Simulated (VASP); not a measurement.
GaAs, 16 atoms in the cell. Symmetry: F-43m, No. 216, cubic system. The conventional cell has a = 5.654 Å, b = 5.654 Å, c = 5.654 Å, α = 90.00°, β = 90.00°, γ = 90.00°. Around Ga (site symmetry -43m) lie 4 As at 2.45 Å. As (site symmetry -43m) has 4 Ga at 2.45 Å as nearest neighbours. 

| Quantity | Value |
| --- | --- |
| Program | VASP 6.6.1 |
| Task | phonon dispersion |
| Functional | LDA |
| Potentials or basis | VASP PAW LDA potentials, release 64 (Ga_d, As) |
| Cutoff | 520 eV |
| k mesh | 3 × 3 × 3 |
| Occupations | gaussian, width 0.03 eV |
| Spin | no spin polarisation |
| Long-range dipole term | yes |
| Supercell matrix | [2, 0, 0, 0, 2, 0, 0, 0, 2] |
| Further INCAR settings | LREAL = Auto; ALGO = Normal; EDIFF = 1e-07; IBRION = 6; POTIM = 0.015; NSW = 1 |

Potentials or basis: VASP PAW LDA potentials, release 64 (Ga_d, As).

Launch:

```sh
$ cat potpaw_LDA.64/Ga_d/POTCAR potpaw_LDA.64/As/POTCAR > POTCAR
$ cp INCAR.step1 INCAR
$ cp KPOINTS.step1 KPOINTS
$ cp POSCAR.step1 POSCAR
$ mpirun -np 4 vasp_std > vasp.out
$ cp INCAR.step2 INCAR
$ cp KPOINTS.step2 KPOINTS
$ cp POSCAR.step2 POSCAR
$ mpirun -np 4 vasp_std > vasp.out
```

Hardware: 4 MPI ranks on Intel(R) Xeon(R) 6975P-C (Granite Rapids) (shared host).

Task: Estimate the wall time of this run.

Result: Wall time 6.6 min on 4 MPI ranks on Intel(R) Xeon(R) 6975P-C (Granite Rapids), with other jobs on the host, peak memory 0.25 GiB a rank. Counts: scf iterations 53, k points 4.
